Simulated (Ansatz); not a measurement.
# Fe: the cost of one run

Program: Ansatz 0.2.0. Level of theory: DFT PBE+U, PAW, plane waves, scalar-relativistic; U − J = 5.3 eV on Fe d. These are calculated values, not measurements.

The COD cell was measured well above room temperature, so it is larger than a cold one.

## (1) The structure to begin with

Symmetry: Fm-3m, No. 225, cubic system. Conventional cell: a = 3.679 Å, b = 3.679 Å, c = 3.679 Å, α = 90.00°, β = 90.00°, γ = 90.00°. Around Fe (site symmetry m-3m) lie 12 Fe at 2.60 Å.

Coordinates:

```xyz
2
Lattice="0.0000 -1.8395 -1.8395 -3.6790 -1.8395 -1.8395 0.0000 1.8395 -1.8395" Properties=species:S:1:pos:R:3 pbc="T T T"
Fe    0.0000    0.0000    0.0000
Fe   -1.8395    0.0000   -1.8395
```

In tables a label like Fe2 counts atoms in the order of input.yaml; a structure file may count by element.

First come: parallel moments, plain SCF; opposed moments +-, plain SCF; no spin polarisation; spin on, no moments given (the program may seed its own), plain SCF. Further starts follow from what these give.

“Plain SCF” means no search for lower states. Ends within 0.2 meV/atom and 0.1 μB count as one state.

Moments by site are taken inside atomic spheres; the rest lies between them.

## (2) Parallel moments, plain SCF

input.yaml

```yaml
crystal:
  lattice:
    - [0.0, -1.8395, -1.8395]
    - [-3.679, -1.8395, -1.8395]
    - [0.0, 1.8395, -1.8395]
  atoms:
    - { symbol: Fe, position: [0.0, 0.0, 0.0], spin: 4.0 }
    - { symbol: Fe, position: [0.0, 0.5, 0.5], spin: 4.0 }
magnetization:
  spin_polarized: true
hamiltonian:
  xc: pbe
  pseudopotentials: { kind: paw }
  hubbard: { sites: [{ species: Fe, l: d, u_eff: 5.3 }] }
basis:
  ecutwfc: 420
kpoints:
  mp_grid: { grid: [12, 7, 9] }
scf:
  occupations: { method: fermi_dirac, width: 0.1 }
  lower_state_search: "off"
output:
  forces: true
  stress: true
```

What time and memory should one allow on 2 threads of an Arm CPU, shared host?

About 14 s, with a peak of 0.48 GiB.
